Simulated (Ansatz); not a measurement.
Crystal: SnO2.

```xyz
12
Lattice="5.1753 0.0000 0.0000 0.0000 5.1753 0.0000 0.0000 0.0000 5.1753" Properties=species:S:1:pos:R:3 pbc="T T T"
Sn    0.0000    0.0000    0.0000
Sn    2.5876    0.0000    2.5876
Sn    2.5876    2.5876    0.0000
Sn    0.0000    2.5876    2.5876
O     3.4214    4.3415    0.8337
O     4.3415    0.8337    3.4214
O     0.8337    3.4214    4.3415
O     1.7539    1.7539    1.7539
O     3.4214    3.4214    3.4214
O     4.3415    1.7539    0.8337
O     0.8337    4.3415    1.7539
O     1.7539    0.8337    4.3415
```

Measurements of this composition are mostly on another form, of space group No. 136.

Base run:

| Item | Value |
| --- | --- |
| Program | Ansatz 0.2.0 |
| Functional | PBEsol |
| Potentials or basis | Ansatz PAW |
| Cutoff | 420 eV |
| Density cutoff | 1680 eV |
| k mesh | 5 × 5 × 5 |
| Occupations | fermi-dirac, width 0.05 eV |
| Spin | no spin polarisation |

Its results: band gap on the k mesh 0.51 eV, indirect (least direct gap 0.57 eV); pressure -7.2 GPa; largest force 0.022 eV/Å.

Question: After a change of settings the same cell gave: band gap on the k mesh 0.47 eV, indirect (least direct gap 0.53 eV); pressure -12.5 GPa; largest force 0.041 eV/Å. Which change was it?
A. functional from PBEsol to BLYP
B. functional from PBEsol to r2SCAN; cutoff from 420 eV to 500 eV; density cutoff from 1680 eV to 2000 eV; k mesh from 5 × 5 × 5 to 4 × 4 × 4
C. functional from PBEsol to LDA
D. functional from PBEsol to r2SCAN; cutoff from 420 eV to 500 eV; density cutoff from 1680 eV to 2000 eV

Answer: C.

LDA binds more tightly than PBEsol, so the same cell stands under less pressure.

Caveats: spin-orbit coupling is left out, which moves the levels of the heavy elements; the PAW data sets come from PBE, with cores solved anew for the run's functional, which leaves a small shift of forces and pressure.

Not every run made on this cell is shown here.
